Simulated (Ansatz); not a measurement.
# Symmetry broken, then relaxed in WS2

All numbers below come from Ansatz 0.2.0, DFT LDA, scalar-relativistic, plane waves, PAW. Settings: plane waves to 420 eV, k-mesh 12×12×2 (Γ-centred), Gaussian smearing 0.05 eV. Spin–orbit coupling is left out, which can shift energies with elements as heavy as these. No spin polarisation. Energies are free energies at this smearing, counted from the undisturbed cell; pressure is positive in compression.

The starting cell (relaxed at this level; this form isn't the usual structure):

```
W S
1.0
     3.12548    0.00000    0.00000
    -1.56274    2.70675    0.00000
     0.00000    0.00000   16.95311
W S
1 2
Cartesian
  0.0000 1.8045 0.0000
  1.5627 0.9022 15.3925
  1.5627 0.9022 1.5606
```

The cell holds layers and no dispersion correction was added, so their binding is poorly described.

The atoms are displaced (Å, in the unstrained cell):

| atom | ux | uy | uz |
| --- | --- | --- | --- |
| W1 | 0.103 | -0.114 | -0.067 |
| S2 | -0.025 | -0.092 | 0.149 |
| S3 | -0.078 | 0.206 | -0.082 |

The cell is strained by (0.0039, -0.0059, 0.0577, -0.0078, 0.0003, -0.0652) (xx, yy, zz, yz, xz, xy; engineering shear). Cell and atoms are then relaxed.

**Question.** Does the relaxation return to the undisturbed structure?

**Answer.** No. It ends 0.0 meV/atom below it, nearly level but in another symmetry or volume. The disturbance itself cost 303.3 meV/atom. The final space group reads Cm (tolerance 0.05 Å) and the volume changes by 5.95 %.

Final structure:

```
CELL_PARAMETERS angstrom
3.12609 0.00041 0.00999
-1.56274 2.70624 -0.04709
0.04796 -0.27496 17.96532
ATOMIC_POSITIONS crystal
W 0.33331 0.66665 0.00000
S 0.66071 0.31554 0.91309
S 0.67265 0.35114 0.08691
```

The relaxation, step by step (energy from the first step; small jumps at an unchanged geometry come where the plane waves are selected anew for the new cell):

```csv
step,ΔE (meV/atom),largest force component (eV/Å),pressure (GPa)
1,0.0,2.971,3.17
2,-289.0,0.921,0.13
3,-303.1,0.022,0.05
4,-303.2,0.008,-0.03
5,-303.3,0.008,-0.02
```